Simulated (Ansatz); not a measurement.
**MgO: moving Mg off its site**

MgO, Fm-3m, a = 4.270 Å (as given, not relaxed at this level: -5.8 GPa). Ansatz: PBEsol, PAW, 420 eV, Γ-centred 6×6×6 mesh on 8 atoms, Gaussian smearing 0.05 eV; no spin polarisation.

```
Mg O
1.0
     4.27030    0.00000    0.00000
     0.00000   -4.27030    0.00000
     0.00000    0.00000   -4.27030
Mg O
4 4
Cartesian
  0.0000 -2.1351 -2.1351
  2.1351 0.0000 -2.1351
  2.1351 -2.1351 0.0000
  0.0000 0.0000 0.0000
  2.1351 0.0000 0.0000
  0.0000 -2.1351 0.0000
  0.0000 0.0000 -2.1351
  2.1351 -2.1351 -2.1351
```

Atom 1 (Mg) moves by x along the unit vector (0.707, 0.707, 0.000), with its periodic images; all else is held. y is the free energy of the cell over the start, F the force along the path summed over the moved atoms. Symmetry makes y even in x.

```
 x (Å) y (meV) F (eV/Å)
-0.200    171.7      1.76
-0.120     60.8      1.02
-0.040      6.7      0.34
 0.000      0.0      0.00
 0.060     15.1     -0.50
 0.080     26.9     -0.68
 0.100        ?         ?
 0.140     83.1     -1.20
 0.160    108.9     -1.38
 0.180    138.4     -1.57
```

Question: Fit y = c2 x² + c4 x⁴ to the energies of the other rows, give the force constant, and predict energy and force of the missing row.

Answer: Least squares on the rows shown. y = 4185.7 x² + 2666.7 x⁴. The force constant is 2 c2 = 8.37 eV/Å², for the cell as given, at -5.8 GPa (for all images moving together, not for a lone atom). The force −dy/dx at the missing row is -0.85 eV/Å (computed -0.85). At x = 0.100 the fit asked for gives 42.1 meV. The run gave 42.1 meV, the same to the digits shown.